**Q:** I have a slip curve for rhodium, from density functional theory with the PBE functional. The upper half of the crystal was pushed rigidly over the lower half, along a close-packed row of a (111) plane. What should I look at first?

Rigid slip of fcc Rh (a = 3.803 Å) across a (111) plane, unrelaxed, with six layers and one fault per cell; the slip vector is ½[1−10], 2.689 Å long. Ansatz 0.2.0, PBE, plane-wave PAW, scalar-relativistic, no spin polarisation, cutoff 420 eV, Γ-centred 20×20×4 k mesh, Gaussian smearing of 0.15 eV. Fault energies are free energies relative to the undisturbed crystal.

```tsv
slip (fraction of the slip vector)	fault energy (mJ/m²)	shear traction (GPa (slope of the fault energy along the slip))
0	0	0.00
0.1	184	12.96
0.2	629	18.57
0.3	1101	15.26
0.4	1409	7.49
0.5	1508	0.00
```

**A:** Look at the two ends, because you can understand them before you know anything about rhodium. Slip is counted as a fraction of the step from one lattice site to the next. Only row 0 has the full symmetry of the fcc crystal, since slip lowers it. The fault energy is the cost per area of the displaced plane, and the shear traction is the slope of that energy along the slip. What do you notice about the traction at the ends?

**Q:** It is zero at both. At slip 0 that is natural, since the crystal is undisturbed. But at 0.5 the energy is at its highest, 1508 mJ/m², and still nothing pushes back. That looks like an irregular row.

**A:** It is the most regular row of all. At 0.5 the upper crystal stands exactly halfway between two equivalent resting places. Going on costs the same as going back, so the slope along the slip must vanish by symmetry. For the same reason you can continue the table without a further calculation: row 0.6 would repeat the energy of row 0.4, with the traction reversed.

**Q:** So the atoms are comfortable at 0.5?

**A:** Far from it. An atom facing the cut starts in a hollow between three atoms of the plane below. One of these lies ahead of it and a little to the side of its path, so the moving atom has to squeeze past. At the start the two are 2.69 Å apart, and at half slip only 2.33 Å, because the planes aren't allowed to separate.

**Q:** Then there must be a large force on that atom.

**A:** There is: 2.30 eV/Å at half slip, and it points almost exactly away from the close neighbour. But by then the neighbour is abreast of the moving atom, neither ahead nor behind. A push from a neighbour that is abreast has no part along the slip. High energy, strong force and zero traction therefore go together without contradiction.

**Q:** Can I use the same picture for the rows in between?

**A:** For the broad shape, yes, if you follow two factors. One is the strength of the push, and the other is the fraction of it that points back along the slip. For a push along the line between the two atoms, this fraction is the distance still to go until they are abreast, divided by their separation. In row 0.1 it is (0.5 − 0.1) × 2.689/2.565, or about 0.42.

**Q:** And in row 0.4 I get (0.5 − 0.4) × 2.689/2.344, or about 0.11. So the fraction shrinks while the push grows.

**A:** The push, measured as the part of the computed force along that line, grows from 0.43 eV/Å in row 0.1 to 2.16 eV/Å in row 0.4. Near the start there is hardly any push to resist you. Near halfway there is plenty, but it points the wrong way to hold you back. The resistance has to pass through a maximum between these two limits.

**Q:** That also explains the energy steps. They grow at first and then shrink, down to 99 mJ/m² for the last one. I had thought the atoms were finding relief near the top.

**A:** No, the close pair is still getting closer. It only does so more and more slowly, as two people do when they are about to pass in a corridor. The energy flattens because the last stretch of slip hardly changes the distance between them.

**Q:** By symmetry I would have put the largest traction at 0.25, midway between the two zeros. The table has it at 0.2.

**A:** Symmetry fixes the ends, but it doesn't make the first half of the climb a mirror image of the second. Compare rows 0.1 and 0.4, which lie equally far from their nearest zero. The traction is 12.96 GPa in the first and 7.49 GPa in the second. The crystal resists leaving its site more stiffly than it resists the last approach to the top.

**Q:** Is there a simple curve against which I can measure that?

**A:** Frenkel's. The energy must repeat with every full step and look the same on either side of 0 and of 0.5. The smoothest curve that does this is the height times sin²(πx), where x is the slip. Its traction is the same at 0.1 and at 0.4, so the difference you have just seen is a departure from it.

**Q:** How large is the departure in the energy?

**A:** If you take the height from row 0.5, the single sine gives 521 mJ/m² in row 0.2, where the table has 629. The computed energy lies above the sine in each of the four rows between the ends. The curve is fuller than a sine: steeper at its foot and flatter at its top.

**Q:** Can the close neighbour account for that? Repulsion between atoms rises steeply, after all.

**A:** That is the tempting answer, and it fails. Suppose that only repulsion across the cut mattered, summed over all near neighbours there, and that it fell off exponentially with distance. Scaled to the right height at half slip, such a repulsion gives 106 or 136 mJ/m² in row 0.1, for decay lengths of 0.15 and 0.30 Å. The table has 184. A steep repulsion waits until the atoms are close, so it brings the energy too late.

**Q:** Is the close neighbour at least the only one that resists at the start?

**A:** No. In row 0.1 its push times the fraction along the slip is 0.43 × 0.42, or about 0.18 eV/Å, but the force that holds the atom back is 0.45 eV/Å. The product also peaks too late, in row 0.3 instead of 0.2. To see what is missing, think of the limit of a very small slip. The moving atom approaches the neighbour ahead, but it also leaves the neighbour behind, and at first the two distances change by equal amounts. Both changes should drive it back. Near half slip the neighbour behind has receded to 3.56 Å and should hardly count.

**Q:** Do the forces show this, or is it only plausible?

**A:** They agree with it, though a total force can't name the atoms that exert it. Take away the part of the force that points along the line to the close neighbour, and ask how much of the remainder points towards the atom left behind. In row 0.1 this is 0.25 eV/Å, more than half as large as the push from ahead. In row 0.3 it has dropped to 0.08 eV/Å, and in the last two rows it is practically gone.

**Q:** So the atom behind pulls.

**A:** Be careful with the verb. In the undisturbed crystal the forces on the atom balance, so a push from behind that has weakened looks just like a pull that has grown. The two lines are also not at right angles, and another way of dividing the force would give somewhat different sizes. What stands is the direction of the force: early on it is what two opposing neighbours would give, and late it is what one alone would give.

**Q:** And that makes the foot of the curve steep?

**A:** Only in part. A resistance that acts early and then fades adds energy at the foot and favours an early maximum of the traction. But the repulsion estimate already counted the weakening push from behind, and it still fell short. So something beyond exponential repulsion across the cut must shape the curve, either by stiffening its foot or by holding down its top. Bonding that is lost where atoms draw apart is one candidate, but these numbers don't test it.

**Q:** Could I at least describe it with a formula?

**A:** Add the next term that the symmetry allows, sin²(2πx). It vanishes at 0 and at 0.5, so it leaves both ends alone and fills out the flanks. A least-squares fit to all six rows gives 1510 mJ/m² for the first term and 121.5 mJ/m² for the second.

**Q:** Let me try row 0.2. There sin²(πx) is 0.3455 and sin²(2πx) is 0.9045. That gives 1510 × 0.3455 + 121.5 × 0.9045, which is about 632 mJ/m².

**A:** Against 629 in the table. That row was part of the fit, so the agreement shows that the form is suitable, not that it predicts. The largest miss is 3 mJ/m², in row 0.3. With two coefficients for five rows that aren't zero by definition, I would call it a good description and no more.

**Q:** The second term is only 8 % of the first. Why does it matter so much for the traction?

**A:** Because it varies twice as fast. For small x the first term grows as π²x² and the second as 4π²x², so 8 % in height becomes about 32 % in initial stiffness. At the top the same amount is taken away from the curvature. A small correction to the energy is thus a large one to the slope of the traction at the ends.

**Q:** Suppose I knew only the stiffness at small slip and wanted the largest traction. Could I draw a sine through the small-slip data?

**A:** You would overestimate it. A single sine through the traction of row 0.1 peaks at 22 GPa, which is 19 % above the largest value in the table, 18.57 GPa. The curve is stiffer at its foot than a sine of the right height, and your sine would carry that extra stiffness on to slips where it has faded. The true maximum is located only as finely as the rows are spaced.

**Q:** And is that the stress at which a piece of rhodium starts to slip?

**A:** No. This is a perfect crystal in which a whole plane moves at once, whereas real metals yield by moving dislocations, at far lower stress. The path is also an unfavourable one. At half slip there remains a force of 0.87 eV/Å within the plane but across the slip, which the tabulated traction doesn't contain.

**Q:** Where would it send the atom?

**A:** Away from the close neighbour, into the hollow on the other side of the path. Face-centred cubic metals slip by that detour, in two partial steps. Row 0.5 is therefore a point on a ridge that real slip walks around. It is neither the energy of a stacking fault nor the barrier of the easy path, and neither of these was computed here.

**Q:** What if the atoms had to take the straight path, but the planes could move apart?

**A:** Then the climb would be lower. Of the force on the facing atom at half slip, 2.13 eV/Å acts to open the cut, so the rigid crystal is paying for a contact that it would rather loosen. How much it would save was not computed. The starting crystal was also under a pressure of 5.8 GPa, and the effect of that on the energies is untested.

**Q:** Which parts of the curve would you still trust after such a relaxation?

**A:** The zeros of the traction at 0 and 0.5, since they come from symmetry, and with them a maximum of resistance somewhere between. The height of the curve and its lean towards early slip belong to this rigid, slightly compressed crystal. They would have to be computed again.
